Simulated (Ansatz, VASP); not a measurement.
## CdGeAs2: VASP beside Ansatz

```
Cd Ge As
1.0
     4.01035    0.00000    0.00000
     0.00000    4.01035    0.00000
     0.00000    0.00000    5.70162
Cd Ge As
1 1 2
Direct
  0.50000 0.50000 0.00000
  0.00000 0.00000 0.50000
  0.50000 0.00000 0.75750
  0.00000 0.50000 0.24250
```

Alike in both runs: task single point; functional PBE; k mesh 10 × 10 × 8; occupations gaussian, width 0.1 eV; no spin polarisation.

|  | VASP | Ansatz |
| --- | --- | --- |
| version | VASP 6.6.1 | Ansatz 0.2.0 |
| potentials or method | VASP PAW PBE potentials, release 64 (Cd, Ge_d, As) | scalar-relativistic, plane waves, PAW |
| plane-wave cutoff (eV) | 520 | 420 |
| valence electrons in the cell | 36 | 64 |

Ansatz gave:

- gap on the k mesh at the Fermi level (eV): none
- pressure (GPa): 11.3
- largest component of the traceless stress (GPa): 0.29
- rms of the force components (eV/Å): 0.723

Q: What did VASP give for the same quantities?

A: gap on the k mesh at the Fermi level (eV): none; pressure (GPa): 11.7; largest component of the traceless stress (GPa): 0.30; rms of the force components (eV/Å): 0.739.

Atom by atom the forces differ by 0.015 eV/Å (rms over components). A gap of «none» marks a metal or a gap that the smearing closes. The functional is the same, so the differences come from potentials, cutoffs and numerics. The two sets of potentials don't hold the same shells in valence.

Caveats: forces of over 1 eV/Å show positions far from the minimum, so gaps and moduli don't describe the material at rest.
